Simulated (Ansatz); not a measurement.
BaS (Fm-3m): several responses side by side

The conventional cell has a = 6.333 Å, b = 6.333 Å, c = 6.333 Å, α = 90.00°, β = 90.00°, γ = 90.00°. Ba (atom 1) is surrounded by 6 S at 3.17 Å. Around S (atom 2) lie 6 Ba at 3.17 Å.

Ansatz runs use the cell relaxed by PAW under their functional.

(1) What are its gap and electron mass? (PBEsol, all-electron LAPW in Ansatz 0.2.0, scalar-relativistic; a = 6.333 Å; k mesh 8×8×8, fixed occupations, basis error target 1 meV/atom)

(2) How stiff is it? (PBEsol, all-electron LAPW in Ansatz 0.2.0, scalar-relativistic; a = 6.333 Å; k mesh 6×6×6, strains of ±0.008, fixed occupations, basis error target 1 meV/atom)

(3) How does it vibrate? (PBEsol, all-electron LAPW in Ansatz 0.2.0, scalar-relativistic; a = 6.333 Å; k mesh 6×6×6, fixed occupations, basis error target 1 meV/atom; q mesh 2×2×2)

(4) How does it screen a field? (PBEsol, PAW on Ansatz 0.2.0's default frozen-core files (fitted under PBE), scalar-relativistic; a = 6.333 Å; k mesh 6×6×6, fixed occupations, cutoff 420 eV)

(5) How much do local fields and the kernel change ε∞?

Results:

(1) Kohn-Sham band edges (the gap between refined extrema, the direct gap on the fine mesh): gap = 2.04 eV, least direct gap = 2.13 eV, electron conductivity mass = 0.425 mₑ, ε∞ without local fields (PAW) = 5.50.

(2) Elastic moduli (Hill averages, relaxed ions; θ_D from sound speeds over directions): B = 46.5 GPa, G = 26.0 GPa, C11 = 104 GPa, C44 = 18.3 GPa, ν = 0.264, θ_D = 249 K.

(3) Harmonic phonons by finite displacements (no LO-TO term; negative means unstable): highest mode = 223 cm⁻¹, lowest at L = 74.0 cm⁻¹, lowest at X = 63.0 cm⁻¹, highest at Γ = 145 cm⁻¹.

(4) Dielectric response and Born charges by linear response (direction means): ε∞ = 4.99, largest |Z*| = 2.62 e, ε₀ = 14.8.

(5) From 5.50 (independent particles) to 4.99 (linear response), -9 %. The two sums use different k meshes, so a part of a few per cent can be the mesh's.

Known limits: no spin-orbit coupling on heavy atoms (band edges); semilocal gaps are low, and light masses and ε∞ follow the gap (band edges); frozen-core PAW files fitted under PBE, their cores solved anew for the functional of the run (field response); zone-boundary modes aren't tested (field response); semilocal gaps are low, so ε∞ comes out large.
